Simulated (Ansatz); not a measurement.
# Lu (omega type): the cost of one run

Method: DFT PBE, with the methods named in each step, in Ansatz 0.2.0.

2 further runs of the same task are left out: 2 that didn't finish.

## 1. Starting point

Symmetry: P6/mmm, No. 191, hexagonal system. Conventional cell: a = 5.462 Å, b = 5.462 Å, c = 3.387 Å, α = 90.00°, β = 90.00°, γ = 120.00°. Lu (site symmetry 6/mmm) is surrounded by 14 Lu at 3.39 to 3.58 Å. Lu (site symmetry -6m2) has 11 Lu at 3.15 to 3.58 Å as nearest neighbours.

Structure file:

```
Lu
1.0
     5.46240    0.00000    0.00000
    -2.73120    4.73058    0.00000
     0.00000    0.00000    3.38669
Lu
3
Direct
  0.00000 0.00000 0.00000
  0.33333 0.66667 0.50000
  0.66667 0.33333 0.50000
```

Whether this phase is the stable one at these pressures isn't tested.

Atoms are numbered in the order of the input: Lu1, Lu2, Lu3.

## 2. Cell relaxed at zero pressure, PAW

input.yaml

```yaml
crystal:
  lattice:
    - [5.4623989623, 0.0, 0.0]
    - [-2.7311994811, 4.7305762669, 0.0]
    - [0.0, 0.0, 3.3866873566]
  atoms:
    - { symbol: Lu, position: [0.0, 0.0, 0.0] }
    - { symbol: Lu, position: [0.3333333333, 0.6666666667, 0.5] }
    - { symbol: Lu, position: [0.6666666667, 0.3333333333, 0.5] }
kpoints:
  mp_grid: { grid: [7, 7, 10] }
scf:
  occupations: { method: fermi_dirac, width: 0.1 }
hamiltonian:
  xc: pbe
  pseudopotentials: { kind: paw }
output:
  forces: true
  stress: true
relax:
  f_tol: 0.005
  max_steps: 40
  cell: {}
```

Command:

```sh
$ ansatz run input.yaml --threads 1 --pin off --max-ram 3072MiB --backend cpu --events-out ev --progress --plain --runs-dir out
```

**Question.** How long does this run take on 1 thread of Intel Xeon Platinum 8259CL at 2.50GHz (Skylake/Cascade Lake), shared host, and how much memory does it need?

About 31 s, with a peak of 0.51 GiB.
